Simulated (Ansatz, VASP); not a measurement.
This is a calculation of Te for Ansatz 0.2.0.

The input input.yaml:

```yaml
crystal:
  lattice:
    - [2.3059043427, 1.331314493, 1.6909537039]
    - [-2.3059043427, 1.331314493, 1.6909537039]
    - [0.0, -2.662628986, 1.6909537039]
  atoms:
    - { symbol: Te, position: [0.5, 0.5, 0.5] }
kpoints:
  mp_grid: { grid: [9, 9, 9] }
scf:
  occupations: { method: gaussian, width: 0.1 }
hamiltonian:
  xc: pbesol
  pseudopotentials: { kind: all_electron, lapw: { basis_error: 0.001 } }
output:
  forces: true
  stress: true
  eigenvalues: true
```

Potentials or basis: all-electron LAPW, scalar-relativistic.

The run is started by

```console
$ ansatz run input.yaml --threads 1 --pin off --max-ram 3072MiB --backend cpu --events-out ev --progress --plain --runs-dir out
```

Problem. Translate it to VASP 6.6.1. Potentials there: VASP PAW PBE potentials, release 64 (Te).

Solution. As run (the cutoff follows the program's own potentials):

Contents of INCAR:

```
  PREC = Accurate
  ENCUT = 520
  EDIFF = 1E-6
  ISMEAR = 0
  SIGMA = 0.1
  LREAL = False
  LASPH = True
  NELM = 60
  ALGO = Normal
  ISIF = 2
  LWAVE = False
  LCHARG = False
  GGA = PS
  NBANDS = 9
```

KPOINTS

```
regular mesh
0
Gamma
  9 9 9
```

The input POSCAR:

```
Te
1.0
    2.3059043427      1.3313144930      1.6909537039
   -2.3059043427      1.3313144930      1.6909537039
    0.0000000000     -2.6626289860      1.6909537039
Te
1
Direct
    0.5000000000      0.5000000000      0.5000000000
```

Potentials or basis: VASP PAW PBE potentials, release 64 (Te).

Command:

```console
$ cat potpaw_PBE.64/Te/POTCAR > POTCAR
$ mpirun -np 1 vasp_std > vasp.out
```

Both were run:

|  | VASP | Ansatz | Ansatz less VASP |
| --- | --- | --- | --- |
| gap on the k mesh at the Fermi level (eV) | none | none | - |
| pressure (GPa) | 0.0 | -0.1 | -0.02 |
| largest component of the traceless stress (GPa) | 0.09 | 0.10 | +0.014 |

A gap of «none» marks a metal or a gap that the smearing closes. Ansatz ran all-electron here, so the differences hold the error of VASP's frozen core and of both bases.

Caveats: the PAW data sets were made with another functional, which shifts forces and pressure a little (VASP). Spin-orbit coupling is left out, which matters for the levels of Te.
